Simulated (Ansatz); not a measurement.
Sn:

```
Sn
1.0
    -2.94014    2.94014    1.59930
     2.94014   -2.94014    1.59930
     2.94014    2.94014   -1.59930
Sn
2
Direct
  0.00000 0.00000 0.00000
  0.75000 0.25000 0.50000
```

A run of Ansatz 0.2.0 on this cell left the log below. Logs are shortened: lines on timing, memory, paths and dates and some standing lists are left out, and cuts for length are marked.

```text
Warning: RAYON_NUM_THREADS=2 ignored (pool sized by the plan → 2); use --threads N
Engine: ansatz 0.2.0, x86_64-unknown-linux-gnu
Pseudopotentials: kind: paw
Pseudopotential: Sn, paw, valence charge 14, recommended cutoff 420 eV (normal), Sn.paw.azcp
Functional definition: PBE
  parameter kappa = 0.804
  parameter beta = 0.06672455060314922
  exchange = pbe_x(kappa = kappa, mu = beta*pi^2/3)
  correlation = pbe_c(beta = beta)
Crystal: 2 atoms, lattice volume = 55.300 Å³
Basis set: ecut = 420 eV, 1109 PW (Γ), exchange–correlation on 60×60×60 points (8 copies of the dense FFT grid, shifted against one another)
Bands: 18, of which v1, the nominal top of the filled ones, is band 14 counted from 1 (13 counted from 0)
Symmetry: 16 space group operations
Space group: I41/amd (ITA 141), of the structure as read, at distance tolerance 3.8e-5 Å
k-points: 40 of 343
Non-local potential: Sn, projectors of the file, l = 0: 2, l = 1: 2, l = 2: 2, l = 3: 2
PAW form: soft (Blöchl's): semilocal exchange-correlation on the pseudo side does not see the compensation charge
PAW one-centre angular grid: Sn, 590 points (default); XC on 64 Gauss nodes
Initial density: superposition of atomic densities (neutral atoms: chi_scale 0, normalization atom), corrected by the library's trained network
Initial wavefunctions: pseudopotential atomic-orbital guess
Functional: x = pbe(κ = 0.804, μ = 0.2195149727645171), c = pbe(β = 0.06672455060314922)
[... 357 lines left out ...]
  k-point 1: bands = ["-11.1611", "-11.0973", "-11.0519", "-11.0436", "-10.9098", "-10.8936", "-10.8878", "-10.8858", "-10.8223", "-10.7244", "-0.3527", "5.5840", "8.7415", "9.3758", "14.2830", "15.2729", "15.6804", "17.0803"]
  k-point 2: bands = ["-11.1162", "-11.1014", "-11.0722", "-11.0075", "-10.9364", "-10.8836", "-10.8773", "-10.8692", "-10.8459", "-10.7638", "0.1890", "3.8701", "9.3750", "10.3899", "13.4483", "14.1077", "16.4712", "16.6818"]
  k-point 39: bands = ["-11.1081", "-11.1059", "-10.9566", "-10.9246", "-10.9220", "-10.9126", "-10.8981", "-10.8863", "-10.8773", "-10.8768", "2.4958", "3.0437", "5.8476", "6.4071", "15.5200", "15.5328", "18.6579", "19.3839"]
--- Elastic constants: 4 strain directions × 2 members + reference (group order 16) ---
  dense FFT box of the reference and of every strained cell: 30×30×30
  strains applied: 11, 33, 23, 12; error gains: componentwise 1.00 (the most a stress slope's error grows in a printed constant), spectral 1.41 (1 for all six strains in a standard setting)
  C = ∂σ_k/∂η_j (tension-positive GPa; Voigt order 11 22 33 23 13 12):
       -96.557    224.890     32.429      0.000      0.000      0.000
       224.890    -96.557     32.429      0.000      0.000      0.000
        32.842     32.842     92.934      0.000      0.000     -0.000
         0.000      0.000      0.000     21.892      0.000      0.000
         0.000      0.000      0.000      0.000     21.892      0.000
         0.000      0.000      0.000      0.000      0.000      6.167
  reference stress σ⁰ (GPa):     -1.026     -1.026     -1.626      0.000      0.000     -0.000
  C* (energy form; C + prestress term) asymmetry max|C*_kj − C*_jk| = 1.874e-1 GPa — a small one proves nothing (zero by symmetry where the batch's group is 432, −43m or m−3m); a large one is finite-difference/SCF noise where every solve meets its electron count
  moduli (Voigt/Reuss/Hill, GPa): K = 53.35/53.34/53.34   G = -16.03/17.86/0.91   E = 2.73   ν = 0.491
  mechanically stable: NO (min eigenvalue of sym C = -321.45 GPa)
  harmonic check of the ions' relaxations: strain 11: 1 of 1 pair far from harmonic (see the warning)
  the stresses are not corrected for the forces that the relaxations left standing (`elastic.f_tol`)
  strain η (Voigt 11):  stress-route row diagonal C_11 = -96.56 GPa, energy-path curvature d²(F+E_count+ΔE)/dδ²/Ω₀ = -154.15 GPa
         δ    σ_11 (GPa)             F (eV)   n_scf  n_hpsi   n_pw
    -2.000e-3      -0.8005      -12048.3676105       3   14116   1109   relax 8 steps, max|allowed force component| 3.14e-5 eV/Å
     2.000e-3      -1.1867      -12048.3690091       3   14033   1109   relax 7 steps, max|allowed force component| 5.06e-6 eV/Å
  strain η (Voigt 33):  stress-route row diagonal C_33 = 92.93 GPa, energy-path curvature d²(F+E_count+ΔE)/dδ²/Ω₀ = 92.97 GPa
         δ    σ_33 (GPa)             F (eV)   n_scf  n_hpsi   n_pw
    -2.000e-3      -1.8164      -12048.3670140       8   13951   1109   relax 0 steps, max|allowed force component| 8.67e-18 eV/Å
     2.000e-3      -1.4446      -12048.3692632       6   11502   1109   relax 0 steps, max|allowed force component| 1.73e-18 eV/Å
  strain η (Voigt 23):  stress-route row diagonal C_44 = 21.89 GPa, energy-path curvature d²(F+E_count+ΔE)/dδ²/Ω₀ = 22.56 GPa
         δ    σ_23 (GPa)             F (eV)   n_scf  n_hpsi   n_pw
    -2.000e-3      -0.0438      -12048.3681872       3   21843   1109   relax 3 steps, max|allowed force component| 3.99e-5 eV/Å
     2.000e-3       0.0438      -12048.3681872       3   21890   1109   relax 3 steps, max|allowed force component| 3.99e-5 eV/Å
  strain η (Voigt 12):  stress-route row diagonal C_66 = 6.17 GPa, energy-path curvature d²(F+E_count+ΔE)/dδ²/Ω₀ = 6.64 GPa
         δ    σ_12 (GPa)             F (eV)   n_scf  n_hpsi   n_pw
    -2.000e-3      -0.0123      -12048.3681985       6   19077   1109   relax 0 steps, max|allowed force component| 3.47e-18 eV/Å
     2.000e-3       0.0123      -12048.3681985       5   17168   1109   relax 0 steps, max|allowed force component| 3.47e-18 eV/Å
```

**Question.** Write the input and the command behind it.

**Answer.** Elastic constants with PBE, no spin polarisation. The files as run (others can give the same):

input.yaml
```yaml
crystal:
  lattice:
    - [-2.9401404553, 2.9401404553, 1.5993019889]
    - [2.9401404553, -2.9401404553, 1.5993019889]
    - [2.9401404553, 2.9401404553, -1.5993019889]
  atoms:
    - { symbol: Sn, position: [0.0, 0.0, 0.0] }
    - { symbol: Sn, position: [0.75, 0.25, 0.5] }
hamiltonian:
  xc: pbe
  pseudopotentials: { kind: paw }
kpoints:
  mp_grid: { grid: [7, 7, 7] }
scf:
  occupations: { method: fermi_dirac, width: 0.05 }
output:
  forces: true
  stress: true
elastic:
  mode: relaxed_ion
  stencil: two_point
```

Potentials or basis: Ansatz PAW.
Run with:
```sh
$ ansatz run input.yaml --threads 2 --pin off --max-ram 5632MiB --backend cpu --events-out ev --progress --plain --runs-dir out
```

Caveat: the elastic tensor has a negative eigenvalue, so either the cell is unstable as it stands or the mesh is too thin.
